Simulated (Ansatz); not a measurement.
# PbSe: what symmetry allows forces and stress to be

```yaml
crystal:
  lattice:
    - [3.76843, 0.06657, -0.06657]
    - [0.06657, 3.88196, -0.03243]
    - [-0.06657, -0.03243, 3.88196]
  atoms:
    - { symbol: Pb, position: [0.98198, 0.01367, 0.98633] }
    - { symbol: Se, position: [0.51802, 0.48633, 0.51367] }
```

These are results of DFT r2SCAN, scalar-relativistic, plane waves, PAW (Ansatz), not measurements.

Settings: cutoff 500 eV, Γ-centred mesh 10×10×10 on the computed 2-atom cell, Gaussian smearing of 0.10 eV; no spin polarisation.

This distorted cell has space group Cm, with 2 operations.

Q: Without a calculation: in which directions can each atom feel a force?

A: A force must be left unchanged by every operation that keeps its atom in place, so it lies in the space that those operations leave fixed. Atoms that the group maps onto each other feel forces of one size.
```tsv
atom	site symmetry	operations at the site	equivalent to atom	allowed force (Cartesian)
Pb1	m	2	1	in the plane normal to (0.00, 0.71, 0.71)
Se2	m	2	2	in the plane normal to (0.00, 0.71, 0.71)
```

That leaves 4 independent force components of 6, tied by 2 conditions that the forces sum to zero, so 2 remain. A relaxation in this cell that keeps the symmetry moves the atoms in these directions alone.

Q: And the stress tensor?

A: It must be invariant under the point group, which leaves 4 independent components: yy = zz. Further linear relations between components hold in this frame.

Q: Do the computed values obey this?

A: Yes. Forces (eV/Å):
```
Pb1 -0.178  0.152 -0.152
Se2  0.178 -0.152  0.152
```

Stress (GPa, compression positive, xx yy zz yz xz xy): -1.03 -3.06 -3.06 -0.25 0.09 -0.09. The program imposes the same operations on density, forces and stress, so this confirms the analysis and is no independent test of the calculation.

Spin–orbit coupling is left out, which can shift energies with elements as heavy as these.

This CsCl-type form isn't the usual stable structure of the compound.